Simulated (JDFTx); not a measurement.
GaAs under changes of volume

One of the cells (22.590 Å³/atom); the others are scaled copies at fixed shape and fractional positions:

```
As Ga
1.0
     0.00000    2.82685    2.82685
     2.82685    0.00000    2.82685
     2.82685    2.82685    0.00000
As Ga
1 1
Direct
  0.75000 0.75000 0.75000
  0.00000 0.00000 0.00000
```

```yaml
Program: JDFTx 1.7.0 (patched build)
Functional: PBEsol
Potentials_or_basis: PseudoDojo-SR-PBEsol-0.4.1-standard
Cutoff: 1143 eV
Density_cutoff: 9143 eV
k_mesh: 8 × 8 × 8
Occupations: fermi-dirac, width 0.05 eV
Spin: no spin polarisation
```

```tsv
volume (Å³/atom)	energy over the lowest point (meV/atom)	pressure (GPa)	gap on the mesh (eV)
21.234	22.33	5.3	0.91
21.686	10.07	3.4	0.75
22.138	2.81	1.7	0.59
22.590	0.00	0.3	0.44
23.041	1.19	-1.1	0.30
23.493	5.93	-2.2	0.15
23.945	?	?	?
```

**Question.** What does the run at 23.945 Å³/atom give?

**Answer.** Energy over the lowest point 13.77 meV/atom; pressure -3.3 GPa; gap on the mesh none.

Worked out: A Birch-Murnaghan fit of order 3 (a polynomial in V^(-2/3)) to the other rows has its minimum at 22.67 Å³/atom with B0 = V·E''(V) = 69 GPa and B' = 4.6. It gives 13.87 meV/atom at 23.945 Å³/atom, against the run's 13.77, and -dE/dV = -3.3 GPa, against -3.3.

Energies are extrapolated to zero smearing.

A mesh can miss the band edges. Spin-orbit coupling on As, Ga is left out.

A gap of «none» marks a metal or a gap under the smearing width.
